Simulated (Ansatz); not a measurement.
Br:

```
Br
1.0
     3.36325   -2.32255    0.00000
     3.36325    2.32255    0.00000
     0.00000    0.00000    8.70230
Br
4
Direct
  0.36510 0.63490 0.39010
  0.13490 0.86510 0.89010
  0.63490 0.36510 0.60990
  0.86510 0.13490 0.10990
```

Base run:

```yaml
Program: Ansatz 0.2.0
Functional: r2SCAN
Potentials_or_basis: Ansatz PAW
Cutoff: "500 eV (not typed: the program's choice for these potentials)"
k_mesh: 4 × 4 × 2
Occupations: fermi-dirac, width 0.05 eV
Spin: no spin polarisation
```

Its results: band gap on the k mesh 2.17 eV, indirect (least direct gap 2.24 eV); pressure 0.7 GPa; largest force 0.588 eV/Å.

**Question.** After a change of settings the same cell gave: band gap on the k mesh 1.85 eV, indirect (least direct gap 1.90 eV); pressure 3.7 GPa; largest force 1.260 eV/Å. Which change was it?
A. functional from r2SCAN to PBE; cutoff from 500 eV (not typed: the program's choice for these potentials) to 420 eV (not typed: the program's choice for these potentials)
B. functional from r2SCAN to LDA; cutoff from 500 eV (not typed: the program's choice for these potentials) to 420 eV (not typed: the program's choice for these potentials)
C. functional from r2SCAN to BLYP; cutoff from 500 eV (not typed: the program's choice for these potentials) to 420 eV (not typed: the program's choice for these potentials)
D. functional from r2SCAN to PBEsol; cutoff from 500 eV (not typed: the program's choice for these potentials) to 420 eV (not typed: the program's choice for these potentials)

**Answer.** C.

r2SCAN gives the wider gap, since meta-GGAs in the generalised Kohn-Sham scheme recover part of the derivative discontinuity.

Caveats: the PAW data sets come from PBE, with cores solved anew for the run's functional, which leaves a small shift of forces and pressure; forces of over 1 eV/Å show positions far from the minimum, so gaps and moduli don't describe the material at rest (some runs).
